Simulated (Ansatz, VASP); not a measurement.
## Two plane-wave programs on K

INCAR

```
SYSTEM = K
ALGO     = Normal         ! electronic algorithm
EDIFF    = 1E-6           ! SCF threshold, eV
ENCUT    = 520            ! plane-wave cutoff, eV
GGA      = CA             ! functional
ISIF     = 2              ! what is computed and relaxed
ISMEAR   = 0              ! smearing method
LASPH    = .True.         ! aspherical terms in the spheres
LCHARG   = .False.        ! write CHGCAR
LREAL    = .False.        ! projectors in reciprocal space
LWAVE    = .False.        ! write WAVECAR
NBANDS   = 10             ! bands
NELM     = 100            ! most SCF steps
PREC     = Accurate       ! precision mode
SIGMA    = 0.15           ! smearing width, eV
```

KPOINTS

```
k-points
0
Gamma
  14 14 14
  0 0 0
```

POSCAR

```
K
1.0
   -2.6180000000      2.7096300000      2.6180000000
    2.6180000000     -2.7096300000      2.6180000000
    2.6180000000      2.7096300000     -2.6180000000
K
1
Direct
    0.0000000000      0.0000000000      0.0000000000
```

Input for Ansatz:

```yaml
crystal:
  lattice:
    - [-2.618, 2.70963, 2.618]
    - [2.618, -2.70963, 2.618]
    - [2.618, 2.70963, -2.618]
  atoms:
    - { symbol: K, position: [0.0, 0.0, 0.0] }
basis:
  ecutwfc: 420
kpoints:
  mp_grid: { grid: [14, 14, 14] }
hamiltonian:
  xc: lda
scf:
  occupations: { method: gaussian, width: 0.15 }
output:
  forces: true
  stress: true
  eigenvalues: true
```

Change from the starting cell: strain +0.0350 x Voigt [0, 1, 0, 0, 0, 0], atoms carried along.

Alike in both runs: task single point; functional LDA; k mesh 14 × 14 × 14; occupations gaussian, width 0.15 eV; no spin polarisation.

```csv
,VASP,Ansatz
version,VASP 6.6.1,Ansatz 0.2.0
potentials or method,"VASP PAW LDA potentials, release 64 (K_sv)","scalar-relativistic, plane waves, PAW"
plane-wave cutoff (eV),520,420
valence electrons in the cell,9,9
```

```csv
,VASP,Ansatz,Ansatz less VASP
gap on the k mesh at the Fermi level (eV),none,none,-
pressure (GPa),-0.5,-0.5,+0.01
```

A gap of «none» marks a metal or a gap that the smearing closes.
